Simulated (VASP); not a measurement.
# Ge (I4/mmm) in VASP: further runs

Runs on Ge. Level: PBE+D3(BJ). Tasks: single point.

All numbers are computed with VASP 6.6.1; they aren't measurements. Logs are shortened: lines on timing, memory, paths and dates and some standing lists are left out, and cuts for length are marked.

**1. The structure**

The structure is tetragonal, space group I4/mmm (No. 139). Conventional cell: a = 2.793 Å, b = 2.793 Å, c = 4.739 Å, α = 90.00°, β = 90.00°, γ = 90.00°. Ge (site symmetry 4/mmm) is surrounded by 12 Ge at 2.79 to 3.08 Å.

This isn't the form of Ge at room conditions, which is diamond.

**2. Single point, PBE+D3(BJ)**

INCAR reads:

```
SYSTEM = Ge
PREC = Accurate
ENCUT = 520
EDIFF = 1E-6
ISMEAR = 0
SIGMA = 0.15
LREAL = .FALSE.
LASPH = .TRUE.
NELM = 100
ALGO = Fast
ISIF = 2
LWAVE = .FALSE.
LCHARG = .FALSE.
GGA = PE
IVDW = 12
NBANDS = 13
```

KPOINTS reads:

```
regular mesh
0
G
  22 22 22
  0 0 0
```

POSCAR reads:

```
Ge
1.0
    0.0000000000      1.9746328556      2.3695594267
    1.9746328556      0.0000000000      2.3695594267
    1.9746328556      1.9746328556      0.0000000000
Ge
1
Direct
    0.0000000000      0.0000000000      0.0000000000
```

Potentials or basis: VASP PAW PBE potentials, release 64 (Ge_d).

The run is started by

```bash
$ cat potpaw_PBE.64/Ge_d/POTCAR > POTCAR
$ mpirun -np 1 vasp_std > vasp.out
```

OUTCAR:

```text
SYSTEM = Ge
   PREC = Accurate
   ENCUT = 520
   EDIFF = 1E-6
   ISMEAR = 0
   LREAL = .FALSE.
   LASPH = .TRUE.
   NELM = 100
   ISIF = 2
   GGA = PE
   IVDW = 12
 IVDW          = 12

 ion  position               nearest neighbor table
   1  0.000  0.000  0.000-

  LATTYP: Found a body centered tetragonal cell.
 ALAT       =     2.7925525651
 C/A-ratio  =     1.6970562748

  Lattice vectors:

 A1 = (  -1.9746328556,   0.0000000000,   2.3695594267)
 A2 = (   1.9746328556,   0.0000000000,   2.3695594267)
 A3 = (   0.0000000000,   1.9746328556,  -2.3695594267)

Analysis of symmetry for initial positions (statically):
=====================================================================
 Subroutine PRICEL returns:
 Original cell was already a primitive cell.

 Routine SETGRP: Setting up the symmetry group for a
 body centered tetragonal supercell.

 Subroutine GETGRP returns: Found 16 space group operations
 (whereof 16 operations were pure point group operations)
 out of a pool of 16 trial point group operations.

The static configuration has the point symmetry D_4h.

Analysis of symmetry for dynamics (positions and initial velocities):
=====================================================================
 Subroutine PRICEL returns:
 Original cell was already a primitive cell.

 Routine SETGRP: Setting up the symmetry group for a
 body centered tetragonal supercell.

 Subroutine GETGRP returns: Found 16 space group operations
 (whereof 16 operations were pure point group operations)
 out of a pool of 16 trial point group operations.

The dynamic configuration has the point symmetry D_4h.

 Subroutine INISYM returns: Found 16 space group operations
 (whereof 16 operations are pure point group operations),
 and found     1 'primitive' translations

----------------------------------------------------------------------------------------

                                     Primitive cell

  volume of cell :      18.4787

  direct lattice vectors                    reciprocal lattice vectors
     0.000000000  1.974632856  2.369559427    -0.253211628  0.253211628  0.211009690
     1.974632856  0.000000000  2.369559427     0.253211628 -0.253211628  0.211009690
     1.974632856  1.974632856  0.000000000     0.253211628  0.253211628 -0.211009690

  length of vectors
     3.084475124  3.084475124  2.792552565     0.415640886  0.415640886  0.415640886

  position of ions in fractional coordinates (direct lattice)
     0.000000000  0.000000000  0.000000000

  ion indices of the primitive-cell ions
   primitive index   ion index
                 1           1

----------------------------------------------------------------------------------------

 KPOINTS: regular mesh

Automatic generation of k-mesh.
 Grid dimensions read from file:
 generate k-points for:   22   22   22

 Generating k-lattice:

  Cartesian coordinates                     Fractional coordinates (reciprocal lattice)
    -0.011509619  0.011509619  0.009591350     0.045454545  0.000000000  0.000000000
     0.011509619 -0.011509619  0.009591350     0.000000000  0.045454545  0.000000000
     0.011509619  0.011509619 -0.009591350     0.000000000  0.000000000  0.045454545

  Length of vectors
     0.018892768  0.018892768  0.018892768

  Shift w.r.t. Gamma in fractional coordinates (k-lattice)
     0.000000000  0.000000000  0.000000000

 Subroutine IBZKPT returns following result:
 ===========================================

 Found    834 irreducible k-points:

 Following reciprocal coordinates:
            Coordinates               Weight
  0.000000  0.000000  0.000000      1.000000
  0.045455  0.000000  0.000000      8.000000
  0.090909  0.000000  0.000000      8.000000
  0.136364  0.000000  0.000000      8.000000
  0.181818  0.000000  0.000000      8.000000
  0.227273  0.000000  0.000000      8.000000
[... 16 lines left out ...]
  0.500000  0.045455  0.000000      8.000000
 -0.454545  0.045455  0.000000      8.000000
 [... further k-points ...]
   k-points           NKPTS =    834   k-points in BZ     NKDIM =    834   number of bands    NBANDS=     13
   number of dos      NEDOS =    301   number of ions     NIONS =      1
   total plane-waves  NPLWV =  13824
   dimension x,y,z NGX =    24 NGY =   24 NGZ =   24
   dimension x,y,z NGXF=    48 NGYF=   48 NGZF=   48
   ions per type =               1
   NGX,Y,Z   is equivalent  to a cutoff of  12.94, 12.94, 14.29 a.u.
   NGXF,Y,Z  is equivalent  to a cutoff of  25.87, 25.87, 28.58 a.u.
 SYSTEM =  Ge
   PREC   = accura    normal or accurate (medium, high low for compatibility)
   ISTART =      0    job   : 0-new  1-cont  2-samecut
   ICHARG =      2    charge: 1-file 2-atom 10-const
   ISPIN  =      1    spin polarized calculation?
   LNONCOLLINEAR =      F non collinear calculations
   LSORBIT =      F    spin-orbit coupling
   LASPH  =      T    aspherical Exc in radial PAW
   ENCUT  =  520.0 eV  38.22 Ry    6.18 a.u.   5.74  5.74  5.19*2*pi/ulx,y,z
   NELM   =    100;   NELMIN=  2; NELMDL= -5     # of ELM steps
   EDIFF  = 0.1E-05   stopping-criterion for ELM
   LREAL  =      F    real-space projection
   EDIFFG = 0.1E-04   stopping-criterion for IOM
   NSW    =      0    number of steps for IOM
   IBRION =     -1    ionic relax: 0-MD 1-quasi-New 2-CG
   NFREE  =      0    steps in history (QN), initial steepest desc. (CG)
   ISIF   =      2    stress and relaxation
   ISYM   =      2    0-nonsym 1-usesym 2-fastsym
   POTIM  = 0.5000    time-step for ionic-motion
   TEBEG  =    0.0;   TEEND  =   0.0 temperature during run
   PSTRESS=    0.0 pullay stress
   NELECT =      14.0000    total number of electrons
   NUPDOWN=      -1.0000    fix difference up-down
   EMIN   =  10.00;   EMAX   =-10.00  energy-range for DOS
   EFERMI =   0.00;   METHOD = LEGACY
   ISMEAR =     0;   SIGMA  =   0.15  broadening in eV -4-tet -1-fermi 0-gaus
   EFERMI_NEDOS =   21; number of points for ismear=-14 and -15
   IALGO  =     68    algorithm
   IMIX   =      4    mixing-type and parameters
     AMIX     =   0.40;   BMIX     =  1.00
     AMIX_MAG =   1.60;   BMIX_MAG =  1.00
  volume/ion in A,a.u.               =      18.48       124.70
  Fermi-wavevector in a.u.,A,eV,Ry     =   1.492430  2.820284 30.304914  2.227348
  Thomas-Fermi vector in A             =   2.604959
   LORBIT       =      0    0 simple, 1 ext, 2 COOP (PROOUT), +10 PAW based schemes
   GGA     = PE    functional components
   LHFCALC =     F    Hartree Fock is set to
   AEXX    =    0.0000 exact exchange contribution
   IVDW    =    12    specifies the selected vdW correction
   LEPSILON=     F    determine dielectric tensor
   LRPA    =     F    only Hartree local field effects (RPA)
 non-spin polarized calculation
 RMM-DIIS sequential band-by-band and
 Gauss-broadening in eV      SIGMA  =   0.15
  energy-cutoff  :      520.00
  volume of cell :       18.48
 maximum number of plane-waves:       513
   NGX = 11   NGY = 11   NGZ = 11

 number of electron      13.9999994 magnetization

 Free energy of the ion-electron system (eV)
  ---------------------------------------------------
  ext. energy  EPLUGINS =         0.00000000
  ---------------------------------------------------
  free energy    TOTEN  =        -4.17525363 eV

  energy without entropy =       -4.17060674  energy(sigma->0) =       -4.17293019

 E-fermi :   7.0829     XC(G=0): -11.3962

 val. band max:        7.0712647416   @ k =  -0.4545   0.0455   0.3636
 cond. band min:       7.0842253306   @ k =   0.3636   0.2273   0.0000
 fundamental gap:      0.0129605890
 Fermi energy:         7.0828838369

 k-point     1 :       0.0000    0.0000    0.0000
  band No.  band energies     occupation
      1     -17.7859      2.00000
      2     -17.7323      2.00000
      3     -17.6996      2.00000
      4     -17.6996      2.00000
      5     -17.6259      2.00000
      6      -6.3437      2.00000
      7      15.6033      0.00000
      8      16.3647      0.00000
      9      16.3647      0.00000
     10      20.5918      0.00000
     11      22.1633      0.00000
     12      22.1633      0.00000
     13      22.6634      0.00000

 k-point     2 :       0.0455    0.0000    0.0000
  band No.  band energies     occupation
      1     -17.7839      2.00000
      2     -17.7316      2.00000
      3     -17.7001      2.00000
      4     -17.6988      2.00000
      5     -17.6267      2.00000
      6      -6.2906      2.00000
      7      15.3627      0.00000
      8      15.8808      0.00000
      9      16.3397      0.00000
     10      20.7658      0.00000
     11      21.2997      0.00000
     12      22.2774      0.00000
     13      22.5297      0.00000

 k-point     3 :       0.0909    0.0000    0.0000
  band No.  band energies     occupation
      1     -17.7786      2.00000
      2     -17.7292      2.00000
      3     -17.7012      2.00000
      4     -17.6963      2.00000
      5     -17.6290      2.00000
      6      -6.1312      2.00000
      7      14.2747      0.00000
      8      15.2299      0.00000
      9      16.2739      0.00000
     10      20.2036      0.00000
     11      21.1206      0.00000
     12      22.5755      0.00000
     13      22.6063      0.00000
[... 305 lines left out ...]
 k-point    23 :       0.5000    0.0455    0.0000
  band No.  band energies     occupation
      1     -17.7640      2.00000
      2     -17.7350      2.00000
      3     -17.6857      2.00000
      4     -17.6360      2.00000
      5     -17.6137      2.00000
      6      -0.9216      2.00000
      7       1.5907      2.00000
      8      11.2813      0.00000
      9      15.9579      0.00000
     10      16.8841      0.00000
     11      20.9704      0.00000
     12      22.3602      0.00000
     13      23.0905      0.00000

 k-point    24 :      -0.4545    0.0455    0.0000
  band No.  band energies     occupation
      1     -17.7636      2.00000
      2     -17.7355      2.00000
      3     -17.6861      2.00000
      4     -17.6373      2.00000
      5     -17.6114      2.00000
      6      -0.9310      2.00000
      7       1.6005      2.00000
      8      11.2743      0.00000
      9      16.1263      0.00000
     10      16.8987      0.00000
     11      21.4416      0.00000
     12      22.1885      0.00000
     13      22.6110      0.00000

 [... further k-points ...]

------------------------ aborting loop because EDIFF is reached ----------------------------------------

 Edisp (eV)   -0.35786

 E8    (eV) :    -0.1580

  FORCE on cell =-STRESS in cart. coord.  units (eV):
  Direction    XX          YY          ZZ          XY          YZ          ZX
  --------------------------------------------------------------------------------------
  -------------------------------------------------------------------------------------
  Total       0.12542     0.12542     0.05662     0.00000    -0.00000    -0.00000
  in kB      10.87466    10.87466     4.90922     0.00000    -0.00000    -0.00000
  external pressure =        8.89 kB  Pullay stress =        0.00 kB

 VOLUME and BASIS-vectors are now :
 -----------------------------------------------------------------------------
  energy-cutoff  :      520.00
  volume of cell :       18.48
      direct lattice vectors                 reciprocal lattice vectors
     0.000000000  1.974632856  2.369559427    -0.253211628  0.253211628  0.211009690
     1.974632856  0.000000000  2.369559427     0.253211628 -0.253211628  0.211009690
     1.974632856  1.974632856  0.000000000     0.253211628  0.253211628 -0.211009690

 POSITION                                       TOTAL-FORCE (eV/Angst)
 -----------------------------------------------------------------------------------
      0.00000      0.00000      0.00000         0.000000      0.000000      0.000000
 -----------------------------------------------------------------------------------
    total drift:                               -0.000000      0.000000      0.000000

  FREE ENERGIE OF THE ION-ELECTRON SYSTEM (eV)
  ---------------------------------------------------
  free  energy   TOTEN  =        -4.5331136437 eV

  energy  without entropy=       -4.5284667439  energy(sigma->0) =       -4.53079019
```

Wall time 1.8 min (1 thread of AMD EPYC 9R14 (Zen 4), shared host); peak memory 0.27 GiB.

What came out:

```yaml
Free_energy: -4.5331 eV
Pressure: 0.9 GPa
Band_gap_on_the_k_mesh: none (metal or under the smearing width)
Dispersion_energy_per_atom: -0.358 eV
```

Caveat: pairwise dispersion overbinds metals, which lowers pressure and volume.

**3. Single point, PBE+D3(BJ)**

This run uses another cell than the first one, of the same volume but with other edges.

INCAR reads:

```
  ALGO = Fast
  EDIFF = 1E-6
  ENCUT = 520
  GGA = PE
  ISIF = 2
  ISMEAR = 0
  IVDW = 12
  LASPH = T
  LCHARG = T
  LELF = T
  LREAL = F
  LVHAR = T
  LWAVE = F
  NBANDS = 13
  NELM = 100
  PREC = Accurate
  SIGMA = 0.15
```

KPOINTS reads:

```
k-points
0
Gamma
  22 22 22
```

POSCAR reads:

```
Ge
1.0
    0.0000000000      2.2151703632      1.8828948087
    2.2151703632      0.0000000000      1.8828948087
    2.2151703632      2.2151703632      0.0000000000
Ge
1
Direct
    0.0000000000      0.0000000000      0.0000000000
```

Potentials or basis: VASP PAW PBE potentials, release 64 (Ge_d).

The run is started by

```bash
$ cat potpaw_PBE.64/Ge_d/POTCAR > POTCAR
$ mpirun -np 1 vasp_std > vasp.out
```

Run time: 1.9 min. Hardware: 1 thread of AMD EPYC 9R14 (Zen 4), shared host; peak memory 0.27 GiB.

The run converged. Its results:

```
Free energy                : -4.5396 eV
Pressure                   : 0.4 GPa
Band gap on the k mesh     : none (metal or under the smearing width)
Dispersion energy per atom : -0.358 eV
```

Stress tensor (GPa, compression positive):
```
 0.67  0.00  0.00
 0.00  0.67  0.00
 0.00  0.00 -0.09
```

Levels at points of the mesh, in eV from the Fermi level:
| k point | band 3 | band 4 | band 5 | band 6 | band 7 | band 8 | band 9 | band 10 | band 11 | band 12 |
| --- | --- | --- | --- | --- | --- | --- | --- | --- | --- | --- |
| (0.00, 0.00, 0.00) | -24.78 | -24.75 | -24.70 | -13.39 | 9.02 | 9.31 | 9.31 | 14.12 | 14.12 | 15.31 |
| (0.50, 0.00, 0.00) | -24.75 | -24.70 | -24.67 | -7.89 | -5.66 | 5.57 | 7.72 | 10.92 | 11.18 | 15.44 |
| (0.50, 0.50, 0.00) | -24.69 | -24.66 | -24.66 | -3.66 | -2.94 | 1.03 | 1.03 | 4.72 | 5.46 | 27.38 |
| (0.50, 0.00, 0.50) | -24.70 | -24.69 | -24.65 | -6.53 | -4.98 | 3.11 | 4.40 | 7.68 | 7.70 | 24.05 |

Caveat: pairwise dispersion overbinds metals, which lowers pressure and volume.
